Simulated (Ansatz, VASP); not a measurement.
# One calculation of Nb, two programs

```
CELL_PARAMETERS angstrom
0.02115 2.12557 2.12557
2.12557 0.02115 2.12557
2.12557 2.12557 0.02115
ATOMIC_POSITIONS crystal
Nb 0.00000 0.00000 0.00000
```

Change from the starting cell: equal xy, yz and zx shear strains of +1 %, PAW files.

Alike in both runs: task electric field gradients; functional PBEsol; k mesh 13 × 13 × 13; occupations fermi-dirac, width 0.08 eV; no spin polarisation.

|  | VASP | Ansatz |
| --- | --- | --- |
| version | VASP 6.6.1 | Ansatz 0.2.0 |
| potentials or method | VASP PAW PBE potentials, release 64 (Nb_sv) | PAW with Ansatz's default frozen-core files, scalar-relativistic |
| plane-wave cutoff (eV) | 520 | 420 |
| valence electrons in the cell | 13 | 13 |

```csv
,VASP,Ansatz,Ansatz less VASP
pressure (GPa),-6.9,-6.7,+0.27
largest component of the traceless stress (GPa),0.47,0.48,+0.011
Vzz of the field gradient on the site that differs most (V/Å²),-2.3,-1.8,+0.54
```

Ansatz warned: «gradients_without_spin_orbit».

Caveats: the PAW data sets were made with another functional, which shifts forces and pressure a little (VASP).
